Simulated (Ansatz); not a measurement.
CoSi:

```xyz
8
Lattice="4.4380 0.0000 0.0000 0.0000 4.4380 0.0000 0.0000 0.0000 4.4380" Properties=species:S:1:pos:R:3 pbc="T T T"
Co    3.8167    2.8403    1.5977
Co    2.8403    1.5977    3.8167
Co    1.5977    3.8167    2.8403
Co    0.6213    0.6213    0.6213
Si    0.6968    1.5222    2.9158
Si    1.5222    2.9158    0.6968
Si    2.9158    0.6968    1.5222
Si    3.7412    3.7412    3.7412
```

Base run:

* Program: Ansatz 0.2.0
* Functional: r2SCAN
* Potentials or basis: Ansatz PAW
* Cutoff: 500 eV
* Density cutoff: 2000 eV
* k mesh: 5 × 5 × 5
* Occupations: fermi-dirac, width 0.05 eV
* Spin: collinear spin, ferromagnetic start
* Starting moments: [2.0, 2.0, 2.0, 2.0, 0.0, 0.0, 0.0, 0.0] μB
* Hubbard terms: Co d U = 6 eV

Its results: band gap on the k mesh none (metal or under the smearing width); pressure 11.5 GPa; net moment 4.00 μB per cell; site moments Co +1.30; Si -0.11 μB; largest force 0.483 eV/Å.

Problem. After a change of settings the same cell gave: band gap on the k mesh none (metal or under the smearing width); pressure 0.7 GPa; net moment 3.84 μB per cell; site moments Co +1.07; Si -0.02 μB; largest force 0.141 eV/Å. Which change was it?
A. k mesh from 5 × 5 × 5 to 6 × 6 × 6; hubbard terms from Co d U = 6 eV to Co d U = 5.3 eV
B. hubbard terms from Co d U = 6 eV to Co d U = 2 eV
C. hubbard terms from Co d U = 6 eV to Co d U = 3 eV

Solution. B.

Caveats: the magnetic or orbital state may not be the lowest; the PAW data sets come from PBE, with cores solved anew for the run's functional, which leaves a small shift of forces and pressure; the U is typed as a test and isn't derived for this compound.

Not every run made on this cell is shown here.
